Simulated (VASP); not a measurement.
# AlNi₃: energy at fixed spin moment

AlNi₃, Fm-3m (no. 225), 4 atoms in the cell. PBE, fixed spin moment; PAW potentials Ni, Al (PBE set).

Volume against the source cell: 1.

## Input

INCAR.step1:
```
SYSTEM = AlNi3
PREC = Accurate
ENCUT = 450
EDIFF = 1E-7
NELM = 200
ALGO = Normal
ISMEAR = 1
SIGMA = 0.1
LREAL = .False.
LASPH = .True.
LMAXMIX = 4
LORBIT = 11
LWAVE = .False.
LCHARG = .False.
GGA = PE
ISPIN = 2
ISIF = 2
NUPDOWN = 0.0
MAGMOM = 0 0 0 0
```

INCAR.step2, as INCAR.step1 but for:
```
- NUPDOWN = 0.0
- MAGMOM = 0 0 0 0
+ NUPDOWN = 0.49
+ MAGMOM = 0.1625 0.1625 0.1625 0
```

INCAR.step3 to INCAR.step9 change the same tags again: MAGMOM = 0.325 0.325 0.325 0, 0.4875 0.4875 0.4875 0, 0.65 0.65 0.65 0, 0.8125 0.8125 0.8125 0, 0.975 0.975 0.975 0, 1.1375 1.1375 1.1375 0, 1.3 1.3 1.3 0; NUPDOWN = 0.98, 1.46, 1.95, 2.44, 2.92, 3.41, 3.9.

INCAR.step10, as INCAR.step9 but for:
```
- NUPDOWN = 3.9
```

KPOINTS:
```
k-points
0
Gamma
  13 13 13
```

POSCAR:
```
AlNi3
1.0
    0.0000000000      2.8018887551      2.8018887551
    2.8018887551      0.0000000000      2.8018887551
    2.8018887551      2.8018887551      0.0000000000
Ni Al
3 1
Direct
    0.7500000000      0.7500000000      0.7500000000
    0.0000000000      0.0000000000      0.0000000000
    0.2500000000      0.2500000000      0.2500000000
    0.5000000000      0.5000000000      0.5000000000
```

Commands (each step's output is kept before the next begins):
```
cat potpaw_PBE.64/Ni/POTCAR potpaw_PBE.64/Al/POTCAR > POTCAR
cp INCAR.step1 INCAR
mpirun -np 4 vasp_std > vasp.out
rm WAVECAR CHG
cp INCAR.step2 INCAR
mpirun -np 4 vasp_std > vasp.out
rm WAVECAR CHG
cp INCAR.step3 INCAR
mpirun -np 4 vasp_std > vasp.out
rm WAVECAR CHG
cp INCAR.step4 INCAR
mpirun -np 4 vasp_std > vasp.out
rm WAVECAR CHG
cp INCAR.step5 INCAR
mpirun -np 4 vasp_std > vasp.out
rm WAVECAR CHG
cp INCAR.step6 INCAR
mpirun -np 4 vasp_std > vasp.out
rm WAVECAR CHG
cp INCAR.step7 INCAR
mpirun -np 4 vasp_std > vasp.out
rm WAVECAR CHG
cp INCAR.step8 INCAR
mpirun -np 4 vasp_std > vasp.out
rm WAVECAR CHG
cp INCAR.step9 INCAR
mpirun -np 4 vasp_std > vasp.out
rm WAVECAR CHG
cp INCAR.step10 INCAR
mpirun -np 4 vasp_std > vasp.out
```

## Result

- Moment at the minimum, by a parabola in the squared moment through the lowest point and its neighbours (muB per cell): 0.00
- Energy there by the same parabola, against the smallest moment (meV/atom): 0.0
- Moment left free (muB per cell): 0.00

Energy at fixed total moment:

| Moment (muB per cell) | Energy (meV/atom) | Pressure (GPa) |
|---|---|---|
| 0.00 | 0.0 | 6.9 |
| 0.49 | 6.4 | 7.1 |
| 0.98 | 24.0 | 7.7 |
| 1.46 | 55.8 | 8.7 |
| 1.95 | 104.3 | 10.0 |
| 2.44 | 169.2 | 11.5 |
| 2.92 | 255.4 | 13.3 |
| 3.41 | 367.9 | 15.5 |
| 3.90 | 513.2 | 17.9 |

VASP 6.6.1 took 221 s on 4 cores (Intel Xeon 6975P-C (Granite Rapids)), a shared host.
